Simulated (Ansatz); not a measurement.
**SiC at a changed volume: Field gradients at the nuclei**

The cell is a structure deposited in the COD, relaxed with PBE at fixed cell and then changed (volume scaled by 0.96).

Space group P6_3mc (No. 186); a = 3.0374, c = 19.8737 Å, γ = 120.00°.

| site | Wyckoff | site symmetry | x | y | z |
| --- | --- | --- | --- | --- | --- |
| Si1 | 2b | 3m. | 0.3333 | 0.6667 | 0.2501 |
| Si3 | 2b | 3m. | 0.3333 | 0.6667 | 0.6250 |
| Si5 | 2a | 3m. | 0.0000 | 0.0000 | 0.0001 |
| Si7 | 2b | 3m. | 0.3333 | 0.6667 | 0.8752 |
| C9 | 2b | 3m. | 0.3333 | 0.6667 | 0.9689 |
| C11 | 2a | 3m. | 0.0000 | 0.0000 | 0.0939 |
| C13 | 2b | 3m. | 0.3333 | 0.6667 | 0.3441 |
| C15 | 2b | 3m. | 0.3333 | 0.6667 | 0.7187 |

One atom of each set is listed.

Computed with Ansatz: DFT, PBE, plane waves and PAW, scalar-relativistic, 420 eV cutoff, Γ-centred 10×10×2 k-points, Fermi–Dirac smearing 0.02 eV.

V_zz is the principal component of the electric field gradient with the largest magnitude, η = (V_xx − V_yy)/V_zz and C_Q = eQV_zz/h.

(1) Give the quadrupolar parameters of the distinct sites.

Answers

(1) 

```
site  atoms          first shell  V_zz (10²¹ V/m²)     η  C_Q (MHz)
 Si1      2   4 C at 1.86–1.87 Å            -0.093  0.00          –
 Si3      2        4 C at 1.86 Å              0.18  0.00          –
 Si5      2        4 C at 1.86 Å              0.14  0.00          –
 Si7      2        4 C at 1.86 Å              0.22  0.00          –
  C9      2       4 Si at 1.86 Å             0.021  0.00          –
 C11      2       4 Si at 1.86 Å             0.020  0.00          –
 C13      2  4 Si at 1.86–1.87 Å              0.22  0.00          –
 C15      2       4 Si at 1.86 Å             0.054  0.00          –
```

An axis of threefold or higher order runs through Si1, Si3, Si5, Si7, C9 and C11 and others, so V_zz lies along it and η is zero.

Si, C have no stable isotope with a ground-state quadrupole moment in the table, so no C_Q is given.

At this changed cell the PBE pressure is 13 GPa.
